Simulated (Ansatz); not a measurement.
# Al (Fm-3m) in Ansatz: a series of runs

Aim: see how the results for Al move with the level of theory and the settings. Levels: PBE, BLYP, RPBE+D3(BJ). Tasks: band structure, single point, equation of state.

Program: Ansatz 0.2.0. These are calculated values, not measurements. Logs are shortened: lines on timing, memory, paths and dates and some standing lists are left out, and cuts for length are marked.

## 1. Starting point

The structure is cubic, space group Fm-3m (No. 225). The conventional cell has a = 4.050 Å, b = 4.050 Å, c = 4.050 Å, α = 90.00°, β = 90.00°, γ = 90.00°. Al (site symmetry m-3m) has 12 Al at 2.86 Å as nearest neighbours.

## 2. Band structure, PBE

Contents of input.yaml:

```yaml
crystal:
  lattice:
    - [0.0, 2.024805, 2.024805]
    - [2.024805, 0.0, 2.024805]
    - [2.024805, 2.024805, 0.0]
  atoms:
    - { symbol: Al, position: [0.0, 0.0, 0.0] }
kpoints:
  mp_grid: { grid: [11, 11, 11] }
  band_path:
    path:
      - [0.0, 0.0, 0.0]
      - [0.5, 0.0, 0.5]
      - [0.5, 0.25, 0.75]
      - [0.375, 0.375, 0.75]
      - [0.0, 0.0, 0.0]
      - [0.5, 0.5, 0.5]
      - [0.625, 0.25, 0.625]
      - [0.5, 0.25, 0.75]
    npoints: 6
scf:
  occupations: { method: fermi_dirac, width: 0.05 }
hamiltonian:
  xc: pbe
  pseudopotentials: { kind: all_electron, lapw: { basis_error: 0.001 } }
output:
  forces: true
  stress: true
  eigenvalues: true
```

Potentials or basis: all-electron LAPW, scalar-relativistic.

Started as:

```console
$ ansatz run input.yaml --threads 1 --pin off --max-ram 3072MiB --backend cpu --events-out ev --progress --plain --runs-dir out
```

The log of the run:

```text
Warning: RAYON_NUM_THREADS=1 ignored (pool sized by the plan → 1); use --threads N
LAPW: plane waves up to 5.846 Å⁻¹, error target 1.0e-3 eV per atom; small_component_spin mean_spin; Al in spheres of 1.432 Å, 11 of its electrons in bands, Dirac shells [] (how accurate: hamiltonian.pseudopotentials.lapw.basis_error, Limitations)
Engine: ansatz 0.2.0, aarch64-unknown-linux-gnu
Pseudopotentials: kind: all_electron
Pseudopotential: Al, LAPW, valence charge 11, lapw/all_electron/scalar/gaussian/Al, Koelling and Harmon's equation, gaussian nucleus
Functional definition: PBE
  parameter kappa = 0.804
  parameter beta = 0.06672455060314922
  exchange = pbe_x(kappa = kappa, mu = beta*pi^2/3)
  correlation = pbe_c(beta = beta)
Crystal: 1 atoms, lattice volume = 16.603 Å³
Basis set: ecut = 130.19315883582428 eV, 59 PW (Γ), exchange–correlation at level 2
Bands: 10, of which v1, the nominal top of the filled ones, is band 6 counted from 1 (5 counted from 0)
Symmetry: 48 space group operations
Space group: Fm-3m (ITA 225), of the structure as read, at distance tolerance 2.6e-5 Å
k-points: 56 of 1331
Non-local potential: Al, projectors of the file, none
Initial density: superposition of atomic densities (chi_scale 0.1, normalization cell)
Initial wavefunctions: plane waves of lowest kinetic energy (no species holds an atomic orbital)
Functional: x = pbe(κ = 0.804, μ = 0.2195149727645171), c = pbe(β = 0.06672455060314922)
iter 1 solved again at ethr=9.75e-5 eV; its pass at ethr=1.00e-1 eV (dr2=1.07e-2 eV) is discarded
SCF iter   1: F=—  HF=-6607.557729 eV  |F-HF|=—  |Δ(HF+E_count)|=         —  Δρ=1.09e-2  dr2=1.08e-2  ethr=9.75e-5  ⟨swp⟩=3.2  Hψ=4296  notcnv=0
preconditioner: auto → none  [metal: Δε(μ)=0.045 eV  Ē_g=13.200 eV  σ=0.050 eV  W_gap=0.22  n_scr=0 (ndim 8)  ℏωp=15.8 eV  f_vac=0.000  D(μ)=0.54/eV (n_scr^D=0)]
SCF iter   2: F=—  HF=-6607.537673 eV  |F-HF|=—  |Δ(HF+E_count)|=   2.01e-2  Δρ=5.19e-3  dr2=2.52e-3  ethr=9.75e-5  ⟨swp⟩=2.0  Hψ=1555  notcnv=0
iter 3 solved again at ethr=9.87e-8 eV; its pass at ethr=2.29e-5 eV (dr2=1.09e-5 eV) is discarded
SCF iter   3: F=—  HF=-6607.533190 eV  |F-HF|=—  |Δ(HF+E_count)|=   4.48e-3  Δρ=2.94e-4  dr2=1.09e-5  ethr=9.87e-8  ⟨swp⟩=2.1  Hψ=2651  notcnv=0
SCF iter   4: F=—  HF=-6607.533171 eV  |F-HF|=—  |Δ(HF+E_count)|=   1.91e-5  Δρ=7.33e-5  dr2=8.91e-7  ethr=9.87e-8  ⟨swp⟩=2.0  Hψ=1539  notcnv=0
SCF iter   5: F=-6607.533171 eV  HF=-6607.533171 eV  |F-HF|=1.74e-9  |Δ(HF+E_count)|=   6.54e-9  Δρ=2.75e-6  dr2=8.12e-10  ethr=8.10e-9  ⟨swp⟩=2.0  Hψ=1539  notcnv=0
SCF 1 converged in 5 iterations: F = -6607.533171 eV  dr2 = 8.12e-10
NSCF: frozen V_eff on 43 k-points
SCF converged after 5 iterations
Free energy (F): -6607.533171 eV
Harris-Foulkes:  -6607.533171 eV  (|F-HF|=1.74e-9)
Internal energy: -6607.529162 eV  (E = F + TS)
E sigma→0 (E₀):  -6607.531166 eV
Entropy (-TS):   -0.004010 eV (-4.010 meV/atom)
Fermi energy:    9.756469 eV
--- Per-component energies (eV) ---
  E_band       = -502.367851
  E_kinetic    = 6620.909869
  E_xc         = -507.139279
  E_electrostatic = -12721.299751  (all electrons and nuclei)
  E_smearing   = -0.004010  (= −TS)
  E_closure    = 0.000000  (closes the sum)
  E_atoms      = -6603.782923  (free atoms, spherical and without spin; not in F)
  Σ components = -6607.533171   (vs F -6607.533171, Δ=0.00e0)
  Basis errors (estimates in eV, not in F): energy 3.0e-4 per atom: plane waves 2.7e-4 (1.4e-4 summed), levels above the bands 3.9e-124, relativity 1.0e-8, radial functions 2.9e-5, core shells 1.7e-16; eigenvalues (radial functions only) 5.7e-5; not estimated: angular momenta, meshes, grids; target (lapw.basis_error) 1.0e-3; muffin-tin radii Al 1.432 Å
--- Forces (eV/Å), atoms counted from 1 ---
  atom   1  Al    -0.00000000    -0.00000000     0.00000000
  max |Σ_I F_I| component: 3.29e-32 eV/Å
--- Stress (GPa, compression-positive) ---
       -0.428295      -0.000000       0.000000
       -0.000000      -0.428295      -0.000000
        0.000000      -0.000000      -0.428295
  P = ⅓ Tr σ = -0.4283 GPa (-4.283 kbar)
--- Band table (eV; the first three rows and the last of 56) ---
  k-point 0: bands = ["-93.7009", "-55.1536", "-55.1536", "-55.1536", "-1.3471", "22.3186", "22.3186", "22.3186", "23.7750", "23.7750"]
  k-point 1: bands = ["-93.7007", "-55.1553", "-55.1539", "-55.1539", "-1.1232", "19.4051", "21.6748", "21.6748", "24.4483", "24.7556"]
  k-point 2: bands = ["-93.7001", "-55.1599", "-55.1546", "-55.1546", "-0.4539", "15.7645", "20.9436", "20.9436", "24.2165", "25.5726"]
  k-point 55: bands = ["-93.6974", "-55.1689", "-55.1677", "-55.1617", "8.3594", "8.6143", "10.0169", "11.8942", "23.6141", "26.4462"]
```

bands.tsv:

```text
# k_distance	band_0	band_1	band_2	band_3	band_4	band_5	band_6	band_7	band_8	band_9
# fermi_ev = 9.756469
# lock_threshold_ev = 1e-6
# [0, 0, 0] at k_distance = 0.000000
# [0.5, 0, 0.5] at k_distance = 1.551553
# [0.5, 0.25, 0.75] at k_distance = 2.327330
# [0.375, 0.375, 0.75] at k_distance = 2.875887
# [0, 0, 0] at k_distance = 4.521557
# [0.5, 0.5, 0.5] at k_distance = 5.865242
# [0.625, 0.25, 0.625] at k_distance = 6.815370
# [0.5, 0.25, 0.75] at k_distance = 7.363927
# levels_relative_to = fermi_ev
# free_energy_ev = -6607.533171
# largest_residual_norms_ev = 2.041e-3 1.652e-3 1.809e-3 1.648e-3 1.920e-3 1.967e-3 2.294e-3 2.340e-3 2.307e-3 3.063e-3
0.000000	-103.457339	-64.910056	-64.910056	-64.910056	-11.103568	12.562144	12.562144	12.562144	14.018532	14.018532
0.258592	-103.457101	-64.911467	-64.910624	-64.910624	-10.852790	10.844172	10.844172	11.146635	13.448447	16.097023
0.517184	-103.456455	-64.915326	-64.912178	-64.912178	-10.103253	8.961056	8.961056	9.129844	12.201895	12.420813
0.775777	-103.455570	-64.920519	-64.914291	-64.914291	-8.863308	7.451578	7.471882	7.471882	8.214923	10.936376
1.034369	-103.454687	-64.925695	-64.916422	-64.916422	-7.147686	4.349730	6.229214	6.405222	6.405222	9.893152
1.292961	-103.454040	-64.929464	-64.917976	-64.917976	-4.988239	0.890027	5.490167	5.765388	5.765388	9.226329
[... 35 lines left out ...]
7.272501	-103.453808	-64.925432	-64.923958	-64.918517	-1.167644	-0.788294	0.158502	1.435799	14.503053	16.181831
7.363927	-103.453801	-64.924678	-64.924678	-64.918623	-0.850865	-0.850865	0.167412	1.060848	15.743588	15.743588
```

Wall time 2 s (1 thread of Arm Neoverse V1, shared host); peak memory 0.17 GiB.

Results:

```
Free energy             : -6607.5332 eV
Pressure                : -0.4 GPa
Band gap along the path : none (metal or under the smearing width)
```

Levels at the corners of the path, in eV from the Fermi level:
| point | band 5 | band 6 | band 7 | band 8 | band 9 | band 10 |
| --- | --- | --- | --- | --- | --- | --- |
| Γ | -11.10 | 12.56 | 12.56 | 12.56 | 14.02 | 14.02 |
| X | -2.92 | -1.61 | 5.24 | 5.55 | 5.55 | 9.00 |
| W | -0.85 | -0.85 | 0.17 | 1.06 | 15.74 | 15.74 |
| K | -1.89 | -1.36 | -0.42 | 6.52 | 8.16 | 15.60 |
| Γ | -11.10 | 12.56 | 12.56 | 12.56 | 14.02 | 14.02 |
| L | -4.58 | -4.38 | 11.33 | 11.33 | 11.41 | 11.41 |
| U | -1.89 | -1.36 | -0.42 | 6.52 | 8.16 | 15.60 |
| W | -0.85 | -0.85 | 0.17 | 1.06 | 15.74 | 15.74 |

## 3. Band structure, BLYP, non-collinear spin, ferromagnetic start

Contents of input.yaml:

```yaml
crystal:
  lattice:
    - [0.0, 2.024805, 2.024805]
    - [2.024805, 0.0, 2.024805]
    - [2.024805, 2.024805, 0.0]
  atoms:
    - { symbol: Al, position: [0.0, 0.0, 0.0], spin: 0.5, spin_axis: [0.0, 0.0, 1.0] }
kpoints:
  mp_grid: { grid: [8, 8, 8] }
  band_path:
    path:
      - [0.0, 0.0, 0.0]
      - [0.5, 0.0, 0.5]
      - [0.5, 0.25, 0.75]
      - [0.375, 0.375, 0.75]
      - [0.0, 0.0, 0.0]
      - [0.5, 0.5, 0.5]
      - [0.625, 0.25, 0.625]
      - [0.5, 0.25, 0.75]
    npoints: 12
scf:
  occupations: { method: gaussian, width: 0.1 }
hamiltonian:
  xc: blyp
  pseudopotentials: { kind: all_electron, lapw: { basis_error: 0.001 } }
magnetization:
  noncollinear: true
output:
  forces: true
  stress: true
  eigenvalues: true
```

Potentials or basis: all-electron LAPW, scalar-relativistic.

Started as:

```console
$ ansatz run input.yaml --threads 1 --pin off --max-ram 3072MiB --backend cpu --events-out ev --progress --plain --runs-dir out
```

The log of the run:

```text
Warning: RAYON_NUM_THREADS=1 ignored (pool sized by the plan → 1); use --threads N
LAPW: plane waves up to 5.860 Å⁻¹, error target 1.0e-3 eV per atom; small_component_spin mean_spin; Al in spheres of 1.432 Å, 11 of its electrons in bands, Dirac shells [] (how accurate: hamiltonian.pseudopotentials.lapw.basis_error, Limitations)
Engine: ansatz 0.2.0, aarch64-unknown-linux-gnu
Pseudopotentials: kind: all_electron
Pseudopotential: Al, LAPW, valence charge 11, lapw/all_electron/scalar/gaussian/Al, Koelling and Harmon's equation, gaussian nucleus
Functional definition: BLYP
  parameter beta = 0.0042
  parameter a = 0.04918
  parameter b = 0.132
  parameter c = 0.2533
  parameter d = 0.349
  exchange = b88_x(beta = beta)
  correlation = lyp_c(a = a, b = b, c = c, d = d)
this run first makes a single point of its starting geometry on two collinear spin channels, or without spin where it has no moments, for its own SCFs to start from. `scf.lower_state_search: off` leaves that single point out
Crystal: 1 atoms, lattice volume = 16.603 Å³
Basis set: ecut = 130.81993523759772 eV, 59 PW (Γ), exchange–correlation at level 2
Bands: 10, of which v1, the nominal top of the filled ones, is band 6 counted from 1 (5 counted from 0)
Symmetry: 48 space group operations
Space group: Fm-3m (ITA 225), of the structure as read, at distance tolerance 2.6e-5 Å
Magnetic group: BNS 225.116 (UNI 1618), of the structure as read, at distance tolerance 2.6e-5 Å
k-points: 29 of 512
Non-local potential: Al, projectors of the file, none
Initial density: superposition of atomic densities (chi_scale 0.1, normalization cell)
Starting moments: Σ|m| = 0.5 μB on 1 of 1 site
Initial wavefunctions: plane waves of lowest kinetic energy (no species holds an atomic orbital)
Functional: x = b88, c = lyp
iter 1 solved again at ethr=8.57e-5 eV; its pass at ethr=1.00e-1 eV (dr2=9.43e-3 eV) is discarded
SCF iter   1: F=—  HF=-6610.460682 eV  |F-HF|=—  |Δ(HF+E_count)|=         —  Δρ=1.29e-2 (↑1.29e-2 ↓1.26e-2)  dr2=9.55e-3  dr2_m=2.10e-2  M=0.110 μB ∫|m|=0.110 μB  β_m=0.30  ethr=8.57e-5  ⟨swp⟩=3.2  Hψ=4465  notcnv=0
preconditioner: auto → none  [insulator: Δε(μ)=0.101 eV  Ē_g=13.086 eV  σ=0.100 eV  W_gap=0.52  n_scr=0 (ndim 8)  ℏωp=15.8 eV  f_vac=0.000  D(μ)=0.66/eV (n_scr^D=0)  ε∞_Penn≈2.5]
SCF iter   2: F=—  HF=-6610.481996 eV  |F-HF|=—  |Δ(HF+E_count)|=   2.13e-2  Δρ=1.03e-2 (↑1.03e-2 ↓1.02e-2)  dr2=5.52e-3  dr2_m=1.39e-2  M=0.066 μB ∫|m|=0.066 μB  β_m=0.30  ethr=8.57e-5  ⟨swp⟩=2.0  Hψ=1606  notcnv=0
[... 13 lines left out ...]
SCF iter  13: F=—  HF=-6610.519027 eV  |F-HF|=—  |Δ(HF+E_count)|=   3.70e-9  Δρ=4.22e-7 (↑4.22e-7 ↓4.22e-7)  dr2=5.67e-15  dr2_m=2.71e-11  M=-0.000 μB ∫|m|=0.000 μB  β_m=0.85  ethr=1.00e-12  ⟨swp⟩=3.0  Hψ=1684  notcnv=0
SCF iter  14: F=-6610.519027 eV  HF=-6610.519027 eV  |F-HF|=3.64e-12  |Δ(HF+E_count)|=  5.91e-11  Δρ=3.94e-8 (↑3.88e-8 ↓3.94e-8)  dr2=3.96e-16  dr2_m=2.33e-13  M=-0.000 μB ∫|m|=0.000 μB  ethr=1.00e-12  ⟨swp⟩=2.0  Hψ=1596  notcnv=0
SCF 1 converged in 14 iterations: F = -6610.519027 eV  dr2 = 3.96e-16
this run first made a single point of its starting geometry. This run's own SCFs start from that state's density.
Bands: 20, of which v1, the nominal top of the filled ones, is band 11 counted from 1 (10 counted from 0)
Symmetry: 48 space group operations + 48 with time reversal
Moments: of one size on atoms that these operations exchange, one fixing the others by the rotation that the starting moments gave each, and all in one plane where the starting moments lie in one or along one axis (crystal.symmetry.detect: false holds none)
Initial density: read from a saved state, or passed on in memory by an earlier SCF of this step, an earlier step, the calling program or the single point that the run made first
Stability of the state it starts from, as read at its close in the collinear treatment: not read negative (Ritz values of 1 − χ₀K, real part plus size of imaginary part, from 0.61 to 0.80, by its mixing steps under the symmetry group of the SCF that read it); its run was given moments
Starting moments: Σ|m| = 0.5 μB on 1 of 1 site; this step starts from the density that it was given
iter 1 solved again at ethr=1.32e-8 eV; its pass at ethr=1.00e-1 eV (dr2=1.46e-6 eV) is discarded
SCF iter   1: F=—  HF=-6610.519027 eV  |F-HF|=—  |Δ(HF+E_count)|=         —  Δρ=7.92e-8  dr2=2.61e-13  dr2_m=2.39e-13  ethr=1.32e-8  |M|=4.84e-7 ∫|m|=4.92e-7 μB  β_m=0.30  ⟨swp⟩=7.8  Hψ=5739  notcnv=0
eigensolver tolerance schedule: the retry pair's looser diagonalisation over-reported the residual by 5574934.81 of it (diagonalisation noise at 2.83 of the residual, at the tolerance the schedule requests for it); recorded, not acted on — ethr = c·dr2/N_el stays at c = 1.0e-1
preconditioner: auto → none  [insulator: Δε(μ)=0.452 eV  Ē_g=13.111 eV  σ=0.100 eV  W_gap=0.85  n_scr=0 (ndim 8)  ℏωp=15.8 eV  f_vac=0.000  D(μ)=0.61/eV (n_scr^D=0)  ε∞_Penn≈2.4]
SCF iter   2: F=-6610.519027 eV  HF=-6610.519027 eV  |F-HF|=5.46e-12  |Δ(HF+E_count)|=   1.63e-9  Δρ=6.07e-8  dr2=2.91e-14  dr2_m=1.40e-13  ethr=1.64e-12 (applied; sched 1.00e-12)  |M|=3.83e-7 ∫|m|=3.85e-7 μB  ⟨swp⟩=4.2  Hψ=2022  notcnv=0
WARN: the starting moments were not kept: the SCF closed with an absolute magnetisation of 3.8e-7 μB, where they sum to 0.5 μB in size (1 site). That is at most 0.1 of that sum. Measured as dr2_m measures the in/out step, that magnetisation stands 2.1e-14 eV from none, at or under the dr2_threshold of 1.0e-7 eV: it is no larger than a step whose dr2_m would equal this threshold. The system may hold no moment; this SCF shows only that its start led to no more than that. This SCF took its magnetisation from a saved state (the deck's checkpoint.read, a session's seed or a resume), or from the single point or search that the run made first, and not from the starting moments. Where the run's atoms have moved since that state, how it is taken is a key of its own (checkpoint.density_extrapolation: follow_atoms, where typed, takes the whole of its magnetisation to them with its atoms, but for some exceptions; the density_extrapolation keyword of a session's seed is the same key). To be rid of a resumed run's state, run its deck in a fresh run directory. To be rid of the state of a single point that the run made first, give starting moments in the input or, where a deck that gives them still makes one, type scf.lower_state_search: off. To try another start, run it without that state.
SCF 2 converged in 2 iterations: F = -6610.519027 eV  dr2 = 2.91e-14
NSCF: frozen V_eff on 85 k-points
SCF converged after 2 iterations
Stability not checked: this state was not tested for a lower state beside it, because this non-collinear magnet's GGA is evaluated by the locally collinear projection, under which the energy is not smooth in the magnetisation (locally_collinear_gga; see scf.lower_state_search)
Magnetization: |M| = 0.0000 μB,  M = (-0.0000, -0.0000, -0.0000) μB
Absolute magnetization: 0.0000 μB (∫|m|)
Moment direction: held on its axis by an average over the rotations of spin about it
  site 0: m = (-0.0000, -0.0000, -0.0000) μB, |m| = 0.0000 μB  (R = 1.43 Å)
Free energy (F): -6610.519027 eV
Harris-Foulkes:  -6610.519027 eV  (|F-HF|=5.46e-12)
Internal energy: -6610.515993 eV  (E = F + TS)
E sigma→0 (E₀):  -6610.517510 eV
Entropy (-TS):   -0.003034 eV (-3.034 meV/atom)
Fermi energy:    10.264140 eV
--- Per-component energies (eV) ---
  E_band       = -499.452460
  E_kinetic    = 6626.283395
  E_xc         = -510.324922
  E_electrostatic = -12726.474466  (all electrons and nuclei)
  E_smearing   = -0.003034  (= −TS)
  E_closure    = 0.000000  (closes the sum)
  E_atoms      = -6607.887694  (free atoms, spherical and without spin; not in F)
  Σ components = -6610.519027   (vs F -6610.519027, Δ=0.00e0)
  Basis errors (estimates in eV, not in F): energy 2.8e-4 per atom: plane waves 2.6e-4 (1.3e-4 summed), levels above the bands 0.0e0, relativity 4.3e-9, radial functions 1.7e-5, core shells 1.9e-16; eigenvalues (radial functions only) 4.4e-5; not estimated: angular momenta, meshes, grids; target (lapw.basis_error) 1.0e-3; muffin-tin radii Al 1.432 Å
--- Forces (eV/Å), atoms counted from 1 ---
  atom   1  Al    -0.00000000     0.00000000    -0.00000000
  max |Σ_I F_I| component: 1.51e-27 eV/Å
--- Stress (GPa, compression-positive) ---
        2.830935      -0.000000      -0.000000
       -0.000000       2.830935       0.000000
       -0.000000       0.000000       2.830935
  P = ⅓ Tr σ = 2.8309 GPa (28.309 kbar)
--- Band table (eV; the first three rows and the last of 29) ---
  k-point 0: bands = ["-93.3721", "-93.3721", "-55.0177", "-55.0177", "-55.0177", "-55.0177", "-55.0177", "-55.0177", "-0.8578", "-0.8578", "22.7070", "22.7070", "22.7070", "22.7070", "22.7070", "22.7070", "24.0347", "24.0347", "24.0347", "24.0347"]
  k-point 1: bands = ["-93.3717", "-93.3717", "-55.0209", "-55.0209", "-55.0182", "-55.0182", "-55.0182", "-55.0182", "-0.4355", "-0.4355", "18.4411", "18.4411", "21.7324", "21.7324", "21.7324", "21.7324", "24.7848", "24.7848", "25.5591", "25.5591"]
  k-point 2: bands = ["-93.3707", "-93.3707", "-55.0286", "-55.0286", "-55.0195", "-55.0195", "-55.0195", "-55.0195", "0.8233", "0.8233", "13.6141", "13.6141", "20.9653", "20.9653", "20.9653", "20.9653", "24.4861", "24.4861", "24.7614", "24.7614"]
  k-point 28: bands = ["-93.3685", "-93.3685", "-55.0323", "-55.0323", "-55.0323", "-55.0323", "-55.0263", "-55.0263", "9.3697", "9.3697", "9.3697", "9.3697", "10.5606", "10.5606", "11.0825", "11.0825", "25.8735", "25.8735", "25.8735", "25.8735"]
```

Wall time 12 s (1 thread of Arm Neoverse V1, shared host); peak memory 0.23 GiB.

Results:

* Free energy: -6610.5190 eV
* Pressure: 2.8 GPa
* Band gap along the path: none (metal or under the smearing width)
* Net moment: 0.00 μB per cell
* Absolute moment: 0.00 μB per cell

Levels at the corners of the path, in eV from the Fermi level:
```
point  band 9  band 10  band 11  band 12  band 13  band 14  band 15  band 16  band 17
    Γ  -11.12   -11.12    12.44    12.44    12.44    12.44    12.44    12.44    13.77
    X   -2.96    -2.96    -1.64    -1.64     5.21     5.21     5.44     5.44     5.44
    W   -0.89    -0.89    -0.89    -0.89     0.30     0.30     0.82     0.82    15.61
    K   -1.93    -1.93    -1.36    -1.36    -0.51    -0.51     6.41     6.41     8.09
    Γ  -11.12   -11.12    12.44    12.44    12.44    12.44    12.44    12.44    13.77
    L   -4.53    -4.53    -4.50    -4.50    11.08    11.08    11.08    11.08    11.39
    U   -1.93    -1.93    -1.36    -1.36    -0.51    -0.51     6.41     6.41     8.09
    W   -0.89    -0.89    -0.89    -0.89     0.30     0.30     0.82     0.82    15.61
```

Moments on the atoms (μB; x, y, z):
```
Al  0.00 0.00 0.00
```

Caveat: the k mesh is thin for a metal, which can move the energy by tens of meV per atom; the starting moments weren't kept.

## 4. Single point, RPBE+D3(BJ), 15.61 Å³/atom (volume scaled by 0.94)

Contents of input.yaml:

```yaml
crystal:
  lattice:
    - [0.0, 1.9834708509, 1.9834708509]
    - [1.9834708509, 0.0, 1.9834708509]
    - [1.9834708509, 1.9834708509, 0.0]
  atoms:
    - { symbol: Al, position: [0.0, 0.0, 0.0] }
kpoints:
  mp_grid: { grid: [11, 11, 11] }
scf:
  occupations: { method: tetrahedron }
hamiltonian:
  xc: rpbe
  dispersion: d3bj
  pseudopotentials: { kind: all_electron, lapw: { basis_error: 0.001 } }
output:
  forces: true
  stress: true
  eigenvalues: true
```

Started as:

```console
$ ansatz run input.yaml --threads 1 --pin off --max-ram 3072MiB --backend cpu --events-out ev --progress --plain --runs-dir out
```

Run time: 1.2 s. Hardware: 1 thread of Arm Neoverse V1, shared host; peak memory 0.18 GiB.

Results (log left out):

```
Free energy            : -6612.3380 eV
Pressure               : -15.7 GPa
Band gap on the k mesh : none (metal or under the smearing width)
```

Caveat: pairwise dispersion overbinds metals, which lowers pressure and volume; with tetrahedron occupations forces and stress needn't match the slope of the energy.

(Continued in part 2 of 2.)
